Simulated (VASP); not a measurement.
# SiC (Moissanite 3C) (F-43m) in VASP: notebook

Runs on SiC (Moissanite 3C). Level: r2SCAN. Tasks: relaxation of the atoms.

Program: VASP 6.6.1. These are calculated values, not measurements. Logs are shortened: lines on timing, memory, paths and dates and some standing lists are left out, and cuts for length are marked.

**1. The undisturbed crystal**

Symmetry: F-43m, No. 216, cubic system. Conventional cell: a = 4.358 Å, b = 4.358 Å, c = 4.358 Å, α = 90.00°, β = 90.00°, γ = 90.00°. Si (site symmetry -43m) has 4 C at 1.89 Å as nearest neighbours. Around C (site symmetry -43m) lie 4 Si at 1.89 Å.

**2. Relaxation of the atoms, r2SCAN (a relaxed cell with its volume scaled by 1.02)**

File INCAR:

```
  ALGO = Normal
  EDIFF = 1E-7
  EDIFFG = -0.01
  ENCUT = 600
  IBRION = 2
  ISIF = 2
  ISMEAR = 0
  LASPH = True
  LCHARG = False
  LMIXTAU = True
  LREAL = False
  LWAVE = False
  METAGGA = R2SCAN
  NELM = 80
  NSW = 40
  PREC = Accurate
  SIGMA = 0.03
```

File KPOINTS:

```
k-points
0
Gamma
  10 10 10
```

File POSCAR:

```
SiC                                     
1.0
    0.0000000000      2.1914614407      2.1914614407
    2.1914614407      0.0000000000      2.1914614407
    2.1914614407      2.1914614407      0.0000000000
  Si              C             
     1     1
Direct
     0.0000000000000000    0.0000000000000000    0.0000000000000000
     0.2500000000000000    0.2500000000000000    0.2500000000000000
```

Potentials or basis: VASP PAW PBE potentials, release 64 (Si, C).

Launch:

```bash
cat potpaw_PBE.64/Si/POTCAR potpaw_PBE.64/C/POTCAR > POTCAR
mpirun -np 1 vasp_std > vasp.out
```

OUTCAR:

```text
EDIFF = 1E-7
   EDIFFG = -0.01
   ENCUT = 600
   IBRION = 2
   ISIF = 2
   ISMEAR = 0
   LASPH = True
   LREAL = False
   METAGGA = R2SCAN
   NELM = 80
   NSW = 40
   PREC = Accurate

 ion  position               nearest neighbor table
   1  0.000  0.000  0.000-   2 1.90   2 1.90   2 1.90   2 1.90
   2  0.250  0.250  0.250-   1 1.90   1 1.90   1 1.90   1 1.90

  LATTYP: Found a face centered cubic cell.
 ALAT       =     4.3829228814

  Lattice vectors:

 A1 = (   0.0000000000,   2.1914614407,   2.1914614407)
 A2 = (   2.1914614407,   0.0000000000,   2.1914614407)
 A3 = (   2.1914614407,   2.1914614407,   0.0000000000)

Analysis of symmetry for initial positions (statically):
=====================================================================
 Subroutine PRICEL returns:
 Original cell was already a primitive cell.

 Routine SETGRP: Setting up the symmetry group for a
 face centered cubic supercell.

 Subroutine GETGRP returns: Found 24 space group operations
 (whereof 24 operations were pure point group operations)
 out of a pool of 48 trial point group operations.

The static configuration has the point symmetry T_d .

Analysis of symmetry for dynamics (positions and initial velocities):
=====================================================================
 Subroutine PRICEL returns:
 Original cell was already a primitive cell.

 Routine SETGRP: Setting up the symmetry group for a
 face centered cubic supercell.

 Subroutine GETGRP returns: Found 24 space group operations
 (whereof 24 operations were pure point group operations)
 out of a pool of 48 trial point group operations.

The dynamic configuration has the point symmetry T_d .

 Subroutine INISYM returns: Found 24 space group operations
 (whereof 24 operations are pure point group operations),
 and found     1 'primitive' translations

----------------------------------------------------------------------------------------

                                     Primitive cell

  volume of cell :      21.0490

  direct lattice vectors                    reciprocal lattice vectors
     0.000000000  2.191461441  2.191461441    -0.228158247  0.228158247  0.228158247
     2.191461441  0.000000000  2.191461441     0.228158247 -0.228158247  0.228158247
     2.191461441  2.191461441  0.000000000     0.228158247  0.228158247 -0.228158247

  length of vectors
     3.099194491  3.099194491  3.099194491     0.395181675  0.395181675  0.395181675

  position of ions in fractional coordinates (direct lattice)
     0.000000000  0.000000000  0.000000000
     0.250000000  0.250000000  0.250000000

  ion indices of the primitive-cell ions
   primitive index   ion index
                 1           1
                 2           2

----------------------------------------------------------------------------------------

 KPOINTS: k-points

Automatic generation of k-mesh.
 Grid dimensions read from file:
 generate k-points for:   10   10   10

 Generating k-lattice:

  Cartesian coordinates                     Fractional coordinates (reciprocal lattice)
    -0.022815825  0.022815825  0.022815825     0.100000000  0.000000000  0.000000000
     0.022815825 -0.022815825  0.022815825     0.000000000  0.100000000  0.000000000
     0.022815825  0.022815825 -0.022815825     0.000000000  0.000000000  0.100000000

  Length of vectors
     0.039518168  0.039518168  0.039518168

  Shift w.r.t. Gamma in fractional coordinates (k-lattice)
     0.000000000  0.000000000  0.000000000

 Subroutine IBZKPT returns following result:
 ===========================================

 Found     47 irreducible k-points:

 Following reciprocal coordinates:
            Coordinates               Weight
  0.000000  0.000000  0.000000      1.000000
  0.100000  0.000000  0.000000      8.000000
  0.200000  0.000000  0.000000      8.000000
  0.300000  0.000000  0.000000      8.000000
  0.400000  0.000000  0.000000      8.000000
  0.500000  0.000000  0.000000      4.000000
[... 16 lines left out ...]
  0.300000  0.300000  0.000000      6.000000
  0.400000  0.300000  0.000000     24.000000
 [... further k-points ...]
   k-points           NKPTS =     47   k-points in BZ     NKDIM =     47   number of bands    NBANDS=      8
   number of dos      NEDOS =    301   number of ions     NIONS =      2
   total plane-waves  NPLWV =  21952
   dimension x,y,z NGX =    28 NGY =   28 NGZ =   28
   dimension x,y,z NGXF=    56 NGYF=   56 NGZF=   56
   ions per type =               1   1
   NGX,Y,Z   is equivalent  to a cutoff of  15.02, 15.02, 15.02 a.u.
   NGXF,Y,Z  is equivalent  to a cutoff of  30.04, 30.04, 30.04 a.u.
 SYSTEM =  unknown system
   PREC   = accura    normal or accurate (medium, high low for compatibility)
   ISTART =      0    job   : 0-new  1-cont  2-samecut
   ICHARG =      2    charge: 1-file 2-atom 10-const
   ISPIN  =      1    spin polarized calculation?
   LNONCOLLINEAR =      F non collinear calculations
   LSORBIT =      F    spin-orbit coupling
   LASPH  =      T    aspherical Exc in radial PAW
   ENCUT  =  600.0 eV  44.10 Ry    6.64 a.u.   6.19  6.19  6.19*2*pi/ulx,y,z
   NELM   =     80;   NELMIN=  2; NELMDL= -5     # of ELM steps
   EDIFF  = 0.1E-06   stopping-criterion for ELM
   LREAL  =      F    real-space projection
   EDIFFG = -.1E-01   stopping-criterion for IOM
   NSW    =     40    number of steps for IOM
   IBRION =      2    ionic relax: 0-MD 1-quasi-New 2-CG
   NFREE  =      1    steps in history (QN), initial steepest desc. (CG)
   ISIF   =      2    stress and relaxation
   ISYM   =      2    0-nonsym 1-usesym 2-fastsym
   POTIM  = 0.5000    time-step for ionic-motion
   TEBEG  =    0.0;   TEEND  =   0.0 temperature during run
   PSTRESS=    0.0 pullay stress
   NELECT =       8.0000    total number of electrons
   NUPDOWN=      -1.0000    fix difference up-down
   EMIN   =  10.00;   EMAX   =-10.00  energy-range for DOS
   EFERMI =   0.00;   METHOD = LEGACY
   ISMEAR =     0;   SIGMA  =   0.03  broadening in eV -4-tet -1-fermi 0-gaus
   EFERMI_NEDOS =   21; number of points for ismear=-14 and -15
   IALGO  =     38    algorithm
   IMIX   =      4    mixing-type and parameters
     AMIX     =   0.40;   BMIX     =  1.00
     AMIX_MAG =   1.60;   BMIX_MAG =  1.00
  volume/ion in A,a.u.               =      10.52        71.02
  Fermi-wavevector in a.u.,A,eV,Ry     =   1.185844  2.240921 19.132875  1.406227
  Thomas-Fermi vector in A             =   2.322029
   LORBIT       =      0    0 simple, 1 ext, 2 COOP (PROOUT), +10 PAW based schemes
   METAGGA = R2SCAN    functional components
   LHFCALC =     F    Hartree Fock is set to
   AEXX    =    0.0000 exact exchange contribution
   IVDW    =     0    specifies the selected vdW correction
   LEPSILON=     F    determine dielectric tensor
   LRPA    =     F    only Hartree local field effects (RPA)
 conjugate gradient relaxation of ions
 non-spin polarized calculation
 Gauss-broadening in eV      SIGMA  =   0.03
  energy-cutoff  :      600.00
  volume of cell :       21.05
 maximum number of plane-waves:       725
 NGX is ok and might be reduce to    28
   NGX = 13   NGY = 13   NGZ = 13

 number of electron       8.0000000 magnetization

 Free energy of the ion-electron system (eV)
  ---------------------------------------------------
  ext. energy  EPLUGINS =         0.00000000
  ---------------------------------------------------
  free energy    TOTEN  =       -19.32379878 eV

  energy without entropy =      -19.32379878  energy(sigma->0) =      -19.32379878

 E-fermi :   7.9231     XC(G=0): -11.8577

 val. band max:        7.7914869743   @ k =   0.0000   0.0000   0.0000
 cond. band min:       9.5280934327   @ k =   0.5000   0.5000   0.0000
 fundamental gap:      1.7366064585
 Fermi energy:         7.9230597238

 k-point     1 :       0.0000    0.0000    0.0000
  band No.  band energies     occupation
      1      -8.2522      2.00000
      2       7.7915      2.00000
      3       7.7915      2.00000
      4       7.7915      2.00000
      5      14.4105      0.00000
      6      15.5147      0.00000
      7      15.5147      0.00000
      8      15.5147      0.00000

 k-point     2 :       0.1000    0.0000    0.0000
  band No.  band energies     occupation
      1      -8.0525      2.00000
      2       6.7448      2.00000
      3       7.6521      2.00000
      4       7.6521      2.00000
      5      14.6920      0.00000
      6      15.7709      0.00000
      7      15.7709      0.00000
      8      15.8329      0.00000

 k-point     3 :       0.2000    0.0000    0.0000
  band No.  band energies     occupation
      1      -7.4635      2.00000
      2       4.5517      2.00000
      3       7.3313      2.00000
      4       7.3313      2.00000
      5      14.4056      0.00000
      6      16.1553      0.00000
      7      16.1553      0.00000
      8      17.1600      0.00000

 k-point     4 :       0.3000    0.0000    0.0000
  band No.  band energies     occupation
      1      -6.5267      2.00000
      2       2.1730      2.00000
      3       6.9998      2.00000
      4       6.9998      2.00000
      5      13.9910      0.00000
      6      16.0247      0.00000
      7      16.0247      0.00000
      8      18.2598      0.00000

 k-point     5 :       0.4000    0.0000    0.0000
  band No.  band energies     occupation
      1      -5.3874      2.00000
      2       0.0887      2.00000
      3       6.7694      2.00000
      4       6.7694      2.00000
      5      13.7129      0.00000
      6      15.6401      0.00000
      7      15.6401      0.00000
      8      18.6180      0.00000
[... 177 lines left out ...]
 k-point    22 :      -0.2000    0.2000    0.0000
  band No.  band energies     occupation
      1      -6.2116      2.00000
      2       2.8025      2.00000
      3       4.5010      2.00000
      4       7.1105      2.00000
      5      14.8456      0.00000
      6      16.3102      0.00000
      7      16.6602      0.00000
      8      17.5400      0.00000

 k-point    23 :       0.3000    0.3000    0.0000
  band No.  band energies     occupation
      1      -5.9384      2.00000
      2       3.2282      2.00000
      3       5.3456      2.00000
      4       5.3456      2.00000
      5      11.3747      0.00000
      6      13.8652      0.00000
      7      20.0000      0.00000
      8      20.0000      0.00000

 k-point    24 :       0.4000    0.3000    0.0000
  band No.  band energies     occupation
      1      -5.0646      2.00000
      2       1.9757      2.00000
      3       4.5541      2.00000
      4       5.0726      2.00000
      5      11.0701      0.00000
      6      13.8750      0.00000
      7      20.0944      0.00000
      8      20.4229      0.00000

 [... further k-points ...]

------------------------ aborting loop because EDIFF is reached ----------------------------------------

  FORCE on cell =-STRESS in cart. coord.  units (eV):
  Direction    XX          YY          ZZ          XY          YZ          ZX
  --------------------------------------------------------------------------------------
  -------------------------------------------------------------------------------------
  Total       -0.5699866     -0.5699866     -0.5699866      0.0000000      0.0000000     -0.0000000
  in kB      -43.3854097    -43.3854097    -43.3854097      0.0000000      0.0000000     -0.0000000
  external PRESSURE =     -43.3854097 kB  Pullay stress =       0.0000000 kB

 VOLUME and BASIS-vectors are now :
 -----------------------------------------------------------------------------
  energy-cutoff  :      600.00
  volume of cell :       21.05
      direct lattice vectors                 reciprocal lattice vectors
     0.000000000  2.191461441  2.191461441    -0.228158247  0.228158247  0.228158247
     2.191461441  0.000000000  2.191461441     0.228158247 -0.228158247  0.228158247
     2.191461441  2.191461441  0.000000000     0.228158247  0.228158247 -0.228158247

 POSITION                                       TOTAL-FORCE (eV/Angst)
 -----------------------------------------------------------------------------------
      0.00000      0.00000      0.00000        -0.000000     -0.000000     -0.000000
      1.09573      1.09573      1.09573         0.000000      0.000000      0.000000
 -----------------------------------------------------------------------------------
    total drift:                               -0.000000     -0.000000     -0.000000

  FREE ENERGIE OF THE ION-ELECTRON SYSTEM (eV)
  ---------------------------------------------------
  free  energy   TOTEN  =       -19.3237987798 eV

  energy  without entropy=      -19.3237987798  energy(sigma->0) =      -19.32379878

 reached required accuracy - stopping structural energy minimisation
```

Wall time 82 s (1 thread of Intel Xeon Platinum 8259CL at 2.50GHz (Skylake/Cascade Lake), shared host); peak memory 0.15 GiB.

Results:

```
Free energy             : -19.3238 eV
Pressure after relaxing : -4.3 GPa
Band gap on the k mesh  : 1.74 eV, indirect (least direct gap 5.04 eV)
```

Final structure:
```xyz
2
Lattice="0.0000 2.1915 2.1915 2.1915 0.0000 2.1915 2.1915 2.1915 0.0000" Properties=species:S:1:pos:R:3 pbc="T T T"
Si    0.0000    0.0000    0.0000
C     1.0957    1.0957    1.0957
```

Caveat: the relaxation stopped at its first step, so nothing moved; the PAW data sets were made with another functional, which shifts forces and pressure a little. A k mesh can miss the band edges.

**3. Relaxation of the atoms, r2SCAN (a relaxed cell with its volume scaled by 1.04)**

INCAR is that of step 2.

KPOINTS is that of step 2.

File POSCAR:

```
SiC                                     
1.0
    0.0000000000      2.2056921085      2.2056921085
    2.2056921085      0.0000000000      2.2056921085
    2.2056921085      2.2056921085      0.0000000000
  Si              C             
     1     1
Direct
     0.0000000000000000    0.0000000000000000    0.0000000000000000
     0.2500000000000000    0.2500000000000000    0.2500000000000000
```

Potentials or basis: VASP PAW PBE potentials, release 64 (Si, C).

Launch:

```bash
cat potpaw_PBE.64/Si/POTCAR potpaw_PBE.64/C/POTCAR > POTCAR
mpirun -np 1 vasp_std > vasp.out
```

It took 75 s on 1 thread of Intel Xeon Platinum 8259CL at 2.50GHz (Skylake/Cascade Lake), shared host; peak memory 0.16 GiB.

Results (log left out):

* Free energy: -19.3080 eV
* Pressure after relaxing: -8.3 GPa
* Band gap on the k mesh: 1.75 eV, indirect (least direct gap 5.01 eV)

Final structure:
```
Si C
1.0
     0.00000    2.20569    2.20569
     2.20569    0.00000    2.20569
     2.20569    2.20569    0.00000
Si C
1 1
Direct
  0.00000 0.00000 0.00000
  0.25000 0.25000 0.25000
```

Levels at points of the mesh, in eV from the valence-band top:
| k point | band 1 | band 2 | band 3 | band 4 | band 5 | band 6 | band 7 | band 8 |
| --- | --- | --- | --- | --- | --- | --- | --- | --- |
| (0.00, 0.00, 0.00) | -15.89 | 0.00 | 0.00 | 0.00 | 6.38 | 7.58 | 7.58 | 7.58 |
| (0.50, 0.00, 0.00) | -12.40 | -8.62 | -1.10 | -1.10 | 5.64 | 7.59 | 7.59 | 10.73 |
| (0.50, 0.50, 0.00) | -10.98 | -7.94 | -3.26 | -3.26 | 1.75 | 4.68 | 14.68 | 14.68 |

Caveat: the relaxation stopped at its first step, so nothing moved; the PAW data sets were made with another functional, which shifts forces and pressure a little. A k mesh can miss the band edges.

**4. Relaxation of the atoms, r2SCAN (a relaxed cell with its volume scaled by 1.06)**

INCAR is that of step 3.

KPOINTS is that of step 3.

File POSCAR:

```
SiC                                     
1.0
    0.0000000000      2.2197414816      2.2197414816
    2.2197414816      0.0000000000      2.2197414816
    2.2197414816      2.2197414816      0.0000000000
  Si              C             
     1     1
Direct
     0.0000000000000000    0.0000000000000000    0.0000000000000000
     0.2500000000000000    0.2500000000000000    0.2500000000000000
```

Launch:

```bash
cat potpaw_PBE.64/Si/POTCAR potpaw_PBE.64/C/POTCAR > POTCAR
mpirun -np 1 vasp_std > vasp.out
```

Run time: 81 s. Hardware: 1 thread of Intel Xeon Platinum 8259CL at 2.50GHz (Skylake/Cascade Lake), shared host; peak memory 0.16 GiB.

The run converged. Its results:

```yaml
Free_energy: -19.2825 eV
Pressure_after_relaxing: -11.8 GPa
Band_gap_on_the_k_mesh: 1.76 eV, indirect (least direct gap 4.98 eV)
```

Final structure:
```
Si C
1.0
     0.00000    2.21974    2.21974
     2.21974    0.00000    2.21974
     2.21974    2.21974    0.00000
Si C
1 1
Cartesian
  0.0000 0.0000 0.0000
  1.1099 1.1099 1.1099
```

Levels at points of the mesh, in eV from the valence-band top:
```csv
k point,band 1,band 2,band 3,band 4,band 5,band 6,band 7,band 8
"(0.00, 0.00, 0.00)",-15.74,0.00,0.00,0.00,6.14,7.45,7.45,7.45
"(0.50, 0.00, 0.00)",-12.32,-8.52,-1.09,-1.09,5.46,7.51,7.51,10.61
"(0.50, 0.50, 0.00)",-10.92,-7.88,-3.23,-3.23,1.76,4.61,14.44,14.44
```

Caveat: the relaxation stopped at its first step, so nothing moved; the PAW data sets were made with another functional, which shifts forces and pressure a little. A k mesh can miss the band edges.

**5. Overview**

```tsv
cell	gap on the mesh (eV)	pressure (GPa)
atoms relaxed from: a relaxed cell with its volume scaled by 1.02	1.74	-4.3
atoms relaxed from: a relaxed cell with its volume scaled by 1.04	1.75	-8.3
atoms relaxed from: a relaxed cell with its volume scaled by 1.06	1.76	-11.8
```

Alike in all rows: task relaxation of the atoms; level r2SCAN; potentials or basis VASP PAW PBE potentials, release 64 (Si, C); no spin polarisation; k mesh 10 × 10 × 10; cutoff (eV) 600; smearing gaussian 0.03 eV.

Caveats: the relaxation stopped at its first step, so nothing moved; the PAW data sets were made with another functional, which shifts forces and pressure a little.

Absolute energies hang on the potentials; compare differences alone.
